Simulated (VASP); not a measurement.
# SiMo3 (Pm-3n) in VASP: notebook

One crystal, SiMo3, is run at these levels: PBE; tasks: single point.

Everything below comes from runs of VASP 6.6.1. Logs are shortened: lines on timing, memory, paths and dates and some standing lists are left out, and cuts for length are marked.

**1. Starting point**

Symmetry: Pm-3n, No. 223, cubic system. The conventional cell has a = 4.906 Å, b = 4.906 Å, c = 4.906 Å, α = 90.00°, β = 90.00°, γ = 90.00°. Si (site symmetry m-3) has 12 Mo at 2.74 Å as nearest neighbours. Mo (site symmetry -4m2) is surrounded by 2 Mo at 2.45 Å and 4 Si at 2.74 Å.

The cell is a database's computed one.

**2. Single point, PBE**

INCAR reads:

```
SYSTEM = SiMo3
PREC = Accurate
ENCUT = 520
EDIFF = 1E-7
ISMEAR = 0
SIGMA = 0.1
LREAL = .FALSE.
LASPH = .TRUE.
NELM = 100
ALGO = Fast
ISIF = 2
LWAVE = .FALSE.
LCHARG = .TRUE.
GGA = PE
LELF = .TRUE.
LVHAR = .TRUE.
NBANDS = 56
```

KPOINTS reads:

```
regular mesh
0
G
  8 8 8
  0 0 0
```

POSCAR reads:

```
SiMo3
1.0
    4.9064533714      0.0000000000      0.0000000000
    0.0000000000      4.9064533714      0.0000000000
    0.0000000000      0.0000000000      4.9064533714
Si Mo
2 6
Direct
    0.5000000000      0.5000000000      0.5000000000
    0.0000000000      0.0000000000      0.0000000000
    0.0000000000      0.5000000000      0.2500000000
    0.0000000000      0.5000000000      0.7500000000
    0.5000000000      0.7500000000      0.0000000000
    0.5000000000      0.2500000000      0.0000000000
    0.7500000000      0.0000000000      0.5000000000
    0.2500000000      0.0000000000      0.5000000000
```

Potentials or basis: VASP PAW PBE potentials, release 64 (Si, Mo_sv).

On the command line:

```console
$ cat potpaw_PBE.64/Si/POTCAR potpaw_PBE.64/Mo_sv/POTCAR > POTCAR
$ mpirun -np 1 vasp_std > vasp.out
```

OUTCAR:

```text
SYSTEM = SiMo3
   PREC = Accurate
   ENCUT = 520
   EDIFF = 1E-7
   ISMEAR = 0
   LREAL = .FALSE.
   LASPH = .TRUE.
   NELM = 100
   ISIF = 2
   GGA = PE

 ion  position               nearest neighbor table
   1  0.500  0.500  0.500-   3 2.74   4 2.74   5 2.74   6 2.74   7 2.74   8 2.74   5 2.74   6 2.74
                             7 2.74   8 2.74   3 2.74   4 2.74
   2  0.000  0.000  0.000-   3 2.74   4 2.74   5 2.74   6 2.74   7 2.74   8 2.74   7 2.74   8 2.74
                             3 2.74   4 2.74   5 2.74   6 2.74
   3  0.000  0.500  0.250-   4 2.45   4 2.45   1 2.74   2 2.74   2 2.74   1 2.74   8 3.00   5 3.00
                             6 3.00   7 3.00   8 3.00   7 3.00   5 3.00   6 3.00
   4  0.000  0.500  0.750-   3 2.45   3 2.45   1 2.74   2 2.74   2 2.74   1 2.74   8 3.00   5 3.00
                             6 3.00   7 3.00   8 3.00   7 3.00   5 3.00   6 3.00
   5  0.500  0.750  0.000-   6 2.45   6 2.45   1 2.74   1 2.74   2 2.74   2 2.74   8 3.00   4 3.00
                             7 3.00   8 3.00   3 3.00   7 3.00   3 3.00   4 3.00
   6  0.500  0.250  0.000-   5 2.45   5 2.45   1 2.74   1 2.74   2 2.74   2 2.74   8 3.00   4 3.00
                             7 3.00   8 3.00   3 3.00   7 3.00   3 3.00   4 3.00
   7  0.750  0.000  0.500-   8 2.45   8 2.45   1 2.74   2 2.74   1 2.74   2 2.74   3 3.00   4 3.00
                             5 3.00   6 3.00   5 3.00   3 3.00   4 3.00   6 3.00
   8  0.250  0.000  0.500-   7 2.45   7 2.45   1 2.74   2 2.74   1 2.74   2 2.74   3 3.00   4 3.00
                             5 3.00   6 3.00   5 3.00   3 3.00   4 3.00   6 3.00

  LATTYP: Found a simple cubic cell.
 ALAT       =     4.9064533714

  Lattice vectors:

 A1 = (   4.9064533714,   0.0000000000,   0.0000000000)
 A2 = (   0.0000000000,   4.9064533714,   0.0000000000)
 A3 = (   0.0000000000,   0.0000000000,   4.9064533714)

Analysis of symmetry for initial positions (statically):
=====================================================================
 Subroutine PRICEL returns:
 Original cell was already a primitive cell.

 Routine SETGRP: Setting up the symmetry group for a
 simple cubic supercell.

 Subroutine GETGRP returns: Found 48 space group operations
 (whereof 24 operations were pure point group operations)
 out of a pool of 48 trial point group operations.

The static configuration has the point symmetry T_h .
 The point group associated with its full space group is O_h .

Analysis of symmetry for dynamics (positions and initial velocities):
=====================================================================
 Subroutine PRICEL returns:
 Original cell was already a primitive cell.

 Routine SETGRP: Setting up the symmetry group for a
 simple cubic supercell.

[... 128 lines left out ...]
   NELECT =      92.0000    total number of electrons
   NUPDOWN=      -1.0000    fix difference up-down
   EMIN   =  10.00;   EMAX   =-10.00  energy-range for DOS
   EFERMI =   0.00;   METHOD = LEGACY
   ISMEAR =     0;   SIGMA  =   0.10  broadening in eV -4-tet -1-fermi 0-gaus
   EFERMI_NEDOS =   21; number of points for ismear=-14 and -15
   IALGO  =     68    algorithm
   IMIX   =      4    mixing-type and parameters
     AMIX     =   0.40;   BMIX     =  1.00
     AMIX_MAG =   1.60;   BMIX_MAG =  1.00
  volume/ion in A,a.u.               =      14.76        99.63
  Fermi-wavevector in a.u.,A,eV,Ry     =   1.506271  2.846439 30.869608  2.268852
  Thomas-Fermi vector in A             =   2.617010
   LORBIT       =      0    0 simple, 1 ext, 2 COOP (PROOUT), +10 PAW based schemes
   GGA     = PE    functional components
   LHFCALC =     F    Hartree Fock is set to
   AEXX    =    0.0000 exact exchange contribution
   IVDW    =     0    specifies the selected vdW correction
   LEPSILON=     F    determine dielectric tensor
   LRPA    =     F    only Hartree local field effects (RPA)
 non-spin polarized calculation
 RMM-DIIS sequential band-by-band and
 Gauss-broadening in eV      SIGMA  =   0.10
  energy-cutoff  :      520.00
  volume of cell :      118.11
 maximum number of plane-waves:      3197
   NGX = 19   NGY = 19   NGZ = 19

 number of electron      91.9999974 magnetization

 Free energy of the ion-electron system (eV)
  ---------------------------------------------------
  ext. energy  EPLUGINS =         0.00000000
  ---------------------------------------------------
  free energy    TOTEN  =       -78.99768773 eV

  energy without entropy =      -78.97520346  energy(sigma->0) =      -78.98644560

 E-fermi :  12.6086     XC(G=0): -13.0557

 val. band max:       12.6047110651   @ k =   0.5000   0.2500   0.0000
 cond. band min:      12.6134269218   @ k =   0.3750   0.3750   0.0000
 fundamental gap:      0.0087158567
 Fermi energy:        12.6085618251

 k-point     1 :       0.0000    0.0000    0.0000
  band No.  band energies     occupation
      1     -48.6768      2.00000
      2     -48.5665      2.00000
      3     -48.5665      2.00000
      4     -48.2480      2.00000
      5     -48.2480      2.00000
      6     -48.2480      2.00000
[... 1405 lines left out ...]
     55      14.7438      0.00000
     56      15.1287      0.00000

 [... further k-points ...]

------------------------ aborting loop because EDIFF is reached ----------------------------------------

  FORCE on cell =-STRESS in cart. coord.  units (eV):
  Direction    XX          YY          ZZ          XY          YZ          ZX
  --------------------------------------------------------------------------------------
  -------------------------------------------------------------------------------------
  Total        0.3440115      0.3440115      0.3440115      0.0000000      0.0000000     -0.0000000
  in kB        4.6663846      4.6663846      4.6663846      0.0000000      0.0000000     -0.0000000
  external PRESSURE =       4.6663846 kB  Pullay stress =       0.0000000 kB

 VOLUME and BASIS-vectors are now :
 -----------------------------------------------------------------------------
  energy-cutoff  :      520.00
  volume of cell :      118.11
      direct lattice vectors                 reciprocal lattice vectors
     4.906453371  0.000000000  0.000000000     0.203813208  0.000000000  0.000000000
     0.000000000  4.906453371  0.000000000     0.000000000  0.203813208  0.000000000
     0.000000000  0.000000000  4.906453371     0.000000000  0.000000000  0.203813208

 POSITION                                       TOTAL-FORCE (eV/Angst)
 -----------------------------------------------------------------------------------
      2.45323      2.45323      2.45323         0.000000      0.000000      0.000000
      0.00000      0.00000      0.00000         0.000000      0.000000      0.000000
      0.00000      2.45323      1.22661         0.000000      0.000000     -0.000000
      0.00000      2.45323      3.67984         0.000000      0.000000      0.000000
      2.45323      3.67984      0.00000        -0.000000     -0.000000      0.000000
      2.45323      1.22661      0.00000        -0.000000      0.000000     -0.000000
      3.67984      0.00000      2.45323        -0.000000     -0.000000     -0.000000
      1.22661      0.00000      2.45323         0.000000     -0.000000     -0.000000
 -----------------------------------------------------------------------------------
    total drift:                                0.000000      0.000000     -0.000000

  FREE ENERGIE OF THE ION-ELECTRON SYSTEM (eV)
  ---------------------------------------------------
  free  energy   TOTEN  =       -78.9976877258 eV

  energy  without entropy=      -78.9752034649  energy(sigma->0) =      -78.98644560
```

OSZICAR:

```text
N       E                     dE             d eps       ncg     rms          rms(c)
DAV:   1     0.110731721681E+04    0.11073E+04   -0.56027E+04  3936   0.168E+03
DAV:   2    -0.346607700948E+02   -0.11420E+04   -0.11114E+04  4216   0.524E+02
DAV:   3    -0.820857451722E+02   -0.47425E+02   -0.45892E+02  5136   0.959E+01
DAV:   4    -0.830970784079E+02   -0.10113E+01   -0.10002E+01  4776   0.116E+01
DAV:   5    -0.831163459620E+02   -0.19268E-01   -0.19231E-01  4680   0.161E+00    0.418E+01
RMM:   6    -0.791505103557E+02    0.39658E+01   -0.12228E+01  3954   0.150E+01    0.131E+01
RMM:   7    -0.790620083295E+02    0.88502E-01   -0.46578E+00  4377   0.705E+00    0.247E+00
RMM:   8    -0.790074392680E+02    0.54569E-01   -0.82444E-01  4192   0.373E+00    0.202E+00
RMM:   9    -0.789935974918E+02    0.13842E-01   -0.16429E-01  4777   0.152E+00    0.422E-01
RMM:  10    -0.789983982920E+02   -0.48008E-02   -0.60468E-02  5005   0.617E-01    0.396E-01
RMM:  11    -0.789974170430E+02    0.98125E-03   -0.11306E-02  4663   0.411E-01    0.120E-01
RMM:  12    -0.789976320407E+02   -0.21500E-03   -0.28747E-03  5159   0.152E-01    0.455E-02
RMM:  13    -0.789976740966E+02   -0.42056E-04   -0.51800E-04  5372   0.658E-02    0.115E-02
RMM:  14    -0.789976849350E+02   -0.10838E-04   -0.10949E-04  5104   0.332E-02    0.190E-02
RMM:  15    -0.789976859697E+02   -0.10347E-05   -0.41149E-05  5019   0.197E-02    0.866E-03
RMM:  16    -0.789976875053E+02   -0.15356E-05   -0.11289E-05  5327   0.942E-03    0.205E-03
RMM:  17    -0.789976876871E+02   -0.18188E-06   -0.29487E-06  4375   0.441E-03    0.243E-03
RMM:  18    -0.789976877258E+02   -0.38692E-07   -0.77972E-07  3322   0.223E-03
   1 F= -.78997688E+02 E0= -.78986446E+02  d E =-.224843E-01
```

stdout:

```text
POSCAR found type information on POSCAR SiMo
 POSCAR found :  2 types and       8 ions
 scaLAPACK will be used
 LDA part: xc-table for (Slater+PW92), standard interpolation
 POSCAR, INCAR and KPOINTS ok, starting setup
 FFT: planning ... GRIDC
 FFT: planning ... GRID_SOFT
 FFT: planning ... GRID
 WAVECAR not read
 entering main loop
```

Wall time 2.6 min (1 thread of Intel Xeon Platinum 8488C (Sapphire Rapids), shared host); peak memory 0.3 GiB.

What came out:

| Quantity | Value |
| --- | --- |
| Free energy | -78.9977 eV |
| Pressure | 0.5 GPa |
| Band gap on the k mesh | none (metal or under the smearing width) |

**3. Single point, PBE**

This run uses another cell than the first one, of 14.61 Å³/atom, 0.990 times its volume.

INCAR reads:

```
ALGO = Normal ; EDIFF = 1E-7
ENCUT = 520 ; GGA = PE
ISIF = 2 ; ISMEAR = 0
LASPH = T ; LCHARG = F
LREAL = F ; LWAVE = F
NBANDS = 56 ; NELM = 100
PREC = Accurate ; SIGMA = 0.1
```

KPOINTS reads:

```
k-points
0
Gamma
  4 4 4
```

POSCAR: that of step 2 with these lines changed.

```diff
@@ -2,5 +2,5 @@
 1.0
-    4.9064533714      0.0000000000      0.0000000000
-    0.0000000000      4.9064533714      0.0000000000
-    0.0000000000      0.0000000000      4.9064533714
+    4.8896951700      0.0000000000      0.0000000000
+    0.0000000000      4.8896951700      0.0000000000
+    0.0000000000      0.0000000000      4.8896951700
 Si Mo
```

Potentials or basis: VASP PAW PBE potentials, release 64 (Si, Mo_sv).

On the command line:

```console
$ cat potpaw_PBE.64/Si/POTCAR potpaw_PBE.64/Mo_sv/POTCAR > POTCAR
$ mpirun -np 1 vasp_std > vasp.out
```

Wall time 49 s (1 thread of Intel Xeon Platinum 8259CL at 2.50GHz (Skylake/Cascade Lake), shared host); peak memory 0.22 GiB.

Results (log left out):

| Item | Value |
| --- | --- |
| Free energy | -78.8621 eV |
| Pressure | 4.0 GPa |
| Band gap on the k mesh | none (metal or under the smearing width) |

Levels at points of the mesh, in eV from the Fermi level:
```csv
k point,band 42,band 43,band 44,band 45,band 46,band 47,band 48,band 49
"(0.00, 0.00, 0.00)",-2.13,-1.51,-1.51,1.29,1.29,1.29,2.10,2.40
"(0.50, 0.00, 0.00)",-2.41,-1.65,-1.65,0.31,0.31,0.98,0.98,1.55
"(0.50, 0.50, 0.00)",-1.19,-1.07,-0.81,-0.81,-0.72,-0.65,-0.44,-0.04
"(0.50, 0.50, 0.50)",-1.69,-1.14,-1.14,-1.14,-1.14,-1.14,-1.14,1.31
```
